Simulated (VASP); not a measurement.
Set up this calculation in VASP 6.6.1, as the native input.

* Task: single point
* Functional: PBE
* Potentials or basis: VASP PAW PBE potentials, release 64 (Pb_d)
* Cutoff: 520 eV
* k mesh: 9 × 9 × 9
* Occupations: fermi-dirac, width 0.05 eV
* Spin: no spin polarisation
* Further INCAR settings: ALGO = Normal; EDIFF = 1e-07; NBANDS = 13

The structure of Pb lies in POSCAR:

```
Pb
1.0
    0.0193336300      2.4628699300      2.4528113600
    2.5028571400     -0.0067465600      2.4788915500
    2.4813249000      2.4674178800      0.0147856800
Pb
1
Direct
    0.0000000000      0.0000000000      0.0000000000
```

The cell isn't the ideal one: cell sheared at random, sigma 0.01, atoms nudged by 0.01 Å.

The input as run:

INCAR

```
SYSTEM = Pb
PREC = Accurate ; ENCUT = 520
EDIFF = 1E-7 ; ISMEAR = -1
SIGMA = 0.05 ; LREAL = .FALSE.
LASPH = .TRUE. ; NELM = 60
ALGO = Normal ; ISIF = 2
LWAVE = .FALSE. ; LCHARG = .TRUE.
GGA = PE ; LELF = .TRUE.
LVHAR = .TRUE. ; NBANDS = 13
```

KPOINTS

```
Automatic mesh
0
G
  9 9 9
  0 0 0
```

Potentials or basis: VASP PAW PBE potentials, release 64 (Pb_d).

Command:

```sh
$ cat potpaw_PBE.64/Pb_d/POTCAR > POTCAR
$ mpirun -np 1 vasp_std > vasp.out
```

It gave:

```json
{
  "Pressure": "2.5 GPa",
  "Band gap on the k mesh": "none (metal or under the smearing width)"
}
```

Run time: 100 s on 1 thread of Intel(R) Xeon(R) Platinum 8259CL CPU @ 2.50GHz (Skylake/Cascade Lake) (shared host), peak memory 0.26 GiB.
